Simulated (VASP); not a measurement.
Write the native input for VASP 6.6.1 that does the following.

| Item | Value |
| --- | --- |
| Task | band structure |
| Functional | r2SCAN |
| Potentials or basis | VASP PAW PBE potentials, release 64 (Gd, N) |
| Cutoff | 520 eV |
| k mesh | 8 × 8 × 8 |
| Occupations | fermi-dirac, width 0.05 eV |
| Spin | collinear spin, ferromagnetic start |
| Starting moments | [7.0, 0.0] μB |
| Hubbard terms | Gd f U = 2 eV |
| Further INCAR settings | ALGO = Normal; EDIFF = 1e-07; NBANDS = 22 |

The structure of GdN lies in POSCAR:

```
GdN
1.0
    0.0000000000      2.5350000000      2.5350000000
    2.5350000000      0.0000000000      2.5350000000
    2.5350000000      2.5350000000      0.0000000000
Gd N
1 1
Direct
    0.0000000000      0.0000000000      0.0000000000
    0.5000000000      0.5000000000      0.5000000000
```

The cell comes from a database or a generator and needn't be the stable form of this composition.

The input as run:

INCAR

```
SYSTEM = GdN
PREC     = Accurate       ! precision mode
ENCUT    = 520            ! plane-wave cutoff, eV
EDIFF    = 1E-7           ! SCF threshold, eV
ISMEAR   = -1             ! smearing method
SIGMA    = 0.05           ! smearing width, eV
LREAL    = .False.        ! projectors in reciprocal space
LASPH    = .True.         ! aspherical terms in the spheres
NELM     = 150            ! most SCF steps
ALGO     = Normal         ! electronic algorithm
ISIF     = 2              ! what is computed and relaxed
LWAVE    = .False.        ! write WAVECAR
LCHARG   = .False.        ! write CHGCAR
ISPIN    = 2              ! spin polarisation
MAGMOM   = 7 0            ! initial moments
LORBIT   = 11             ! projections on sites
LMAXMIX  = 6              ! l up to which the mixer works
LDAU     = .True.         ! DFT+U
LDAUTYPE = 2            
LDAUL    = 3 -1           ! shell
LDAUU    = 2 0            ! U, eV
LDAUJ    = 0 0          
LDAUPRINT= 1            
METAGGA  = R2SCAN         ! meta-GGA
LMIXTAU  = .True.       
NBANDS   = 22             ! bands
```

KPOINTS

```
regular mesh
0
Gamma
  8 8 8
  0 0 0
```

KPOINTS_OPT

```
path GXWKGLUWLK,UX
10
line-mode
reciprocal
 0.0000000000  0.0000000000  0.0000000000  G
 0.5000000000  0.0000000000  0.5000000000  X

 0.5000000000  0.0000000000  0.5000000000  X
 0.5000000000  0.2500000000  0.7500000000  W

 0.5000000000  0.2500000000  0.7500000000  W
 0.3750000000  0.3750000000  0.7500000000  K

 0.3750000000  0.3750000000  0.7500000000  K
 0.0000000000  0.0000000000  0.0000000000  G

 0.0000000000  0.0000000000  0.0000000000  G
 0.5000000000  0.5000000000  0.5000000000  L

 0.5000000000  0.5000000000  0.5000000000  L
 0.6250000000  0.2500000000  0.6250000000  U

 0.6250000000  0.2500000000  0.6250000000  U
 0.5000000000  0.2500000000  0.7500000000  W

 0.5000000000  0.2500000000  0.7500000000  W
 0.5000000000  0.5000000000  0.5000000000  L

 0.5000000000  0.5000000000  0.5000000000  L
 0.3750000000  0.3750000000  0.7500000000  K

 0.6250000000  0.2500000000  0.6250000000  U
 0.5000000000  0.0000000000  0.5000000000  X
```

Potentials or basis: VASP PAW PBE potentials, release 64 (Gd, N).

Launch:

```sh
$ cat potpaw_PBE.64/Gd/POTCAR potpaw_PBE.64/N/POTCAR > POTCAR
$ mpirun -np 1 vasp_std > vasp.out
```

It gave:

* Pressure: -7.6 GPa
* Band gap along the path: none (metal or under the smearing width)
* Net moment: 7.00 μB per cell
* Site moments: Gd +6.81; N -0.13 μB
* Valence electrons inside the program's atomic spheres: Gd 15.18; N 3.64

Caveat: the PAW data sets were made with another functional, which shifts forces and pressure a little; spin-orbit coupling is left out, which moves the levels of the heavy elements; a cell with one magnetic atom can't hold antiferromagnetic order, which such compounds often take.

It took 11 min on 1 thread of Intel(R) Xeon(R) Platinum 8488C (Sapphire Rapids), on a shared host, peak memory 0.24 GiB.
